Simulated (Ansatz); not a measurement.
# MgO: the cost of one run

Computed with Ansatz 0.2.0 (DFT PBE, scalar-relativistic, plane waves, PAW, unless a step's input says otherwise).

**1. The starting structure**

The structure is hexagonal, space group P-6m2 (No. 187). Conventional cell: a = 2.938 Å, b = 2.938 Å, c = 2.680 Å, α = 90.00°, β = 90.00°, γ = 120.00°. Around Mg (site symmetry -6m2) lie 6 O at 2.16 Å. Around O (site symmetry -6m2) lie 6 Mg at 2.16 Å.

Structure file:

```xyz
2
Lattice="2.9380 0.0000 0.0000 -1.4690 2.5444 0.0000 0.0000 0.0000 2.6797" Properties=species:S:1:pos:R:3 pbc="T T T"
Mg    0.0000    0.0000    0.0000
O     0.0000    1.6963    1.3398
```

The structure comes from the Materials Project (structure only).

(A quick probe on a coarse mesh, which set the mesh and smearing, is not shown.)

**3. Full relaxation**

Contents of input.yaml:

```yaml
crystal:
  lattice:
    - [2.9380209034, 0.0, 0.0]
    - [-1.4690104517, 2.5444007392, 0.0]
    - [0.0, 0.0, 2.67968]
  atoms:
    - { symbol: Mg, position: [0.0, 0.0, 0.0] }
    - { symbol: O, position: [0.33333333, 0.66666667, 0.5] }
basis:
  ecutwfc: 420
kpoints:
  mp_grid: { grid: [12, 12, 8] }
hamiltonian:
  xc: pbe
scf:
  occupations: { method: gaussian, width: 0.02 }
output:
  forces: true
  stress: true
  eigenvalues: true
  write_density: true
  write_potential: true
  elf: true
  volumetric_format: npy
relax:
  adjacent_minimum: "off"
  f_tol: 0.005
  max_steps: 80
  cell: { stress_tol: 0.05 }
```

Started as:

```sh
ansatz run input.yaml --threads 1 --pin off --max-ram 2560MiB --backend cpu --events-out ev --progress --plain --runs-dir out
```

**Question.** How long does this run take on 1 thread of Intel Xeon Platinum 8488C (Sapphire Rapids), shared host, and how much memory does it need?

About 7.5 s, with a peak of 0.38 GiB.
